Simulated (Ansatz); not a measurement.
Input of an Ansatz 0.2.0 run:

File input.yaml:

```yaml
crystal:
  lattice:
    - [0.0, 2.3712425216, 2.3712425216]
    - [2.3712425216, 0.0, 2.3712425216]
    - [2.3712425216, 2.3712425216, 0.0]
  atoms:
    - { symbol: Sb, position: [0.0, 0.0, 0.0] }
hamiltonian:
  xc: pbesol
  pseudopotentials: { kind: paw }
kpoints:
  mp_grid: { grid: [10, 10, 10] }
scf:
  occupations: { method: fermi_dirac, width: 0.05 }
output:
  forces: true
  stress: true
  eigenvalues: true
relax:
  f_tol: 0.01
  max_steps: 40
  cell: { stress_tol: 0.05, p_target: 20.0 }
```

Potentials or basis: Ansatz PAW.

The run is started by

```console
$ ansatz run input.yaml --threads 2 --pin off --max-ram 5632MiB --backend cpu --events-out ev --progress --plain --runs-dir out
```

Question: What does it give for the relaxed cell?

Answer: a = 3.122 Å, b = 3.122 Å, c = 3.122 Å, α = 60.00°, β = 60.00°, γ = 60.00°.

Question: Estimate the band gap on the k mesh.

Answer: None (metal or under the smearing width).

Question: Predict the relaxed volume.

Answer: 21.52 Å³/atom.

Question: What does it give for the space group after relaxing (to 0.05 Å)?

Answer: Fm-3m (No. 225).

Final structure:
```
Sb
1.0
     0.00000    2.20762    2.20762
     2.20762    0.00000    2.20762
     2.20762    2.20762    0.00000
Sb
1
Direct
  0.00000 0.00000 0.00000
```

Caveat: the volume moved by over 15 % at a fixed basis, so the end points are rough; the PAW data sets come from PBE, with cores solved anew for the run's functional, which leaves a small shift of forces and pressure. The run has no spin-orbit coupling, so splittings on Sb are missing.
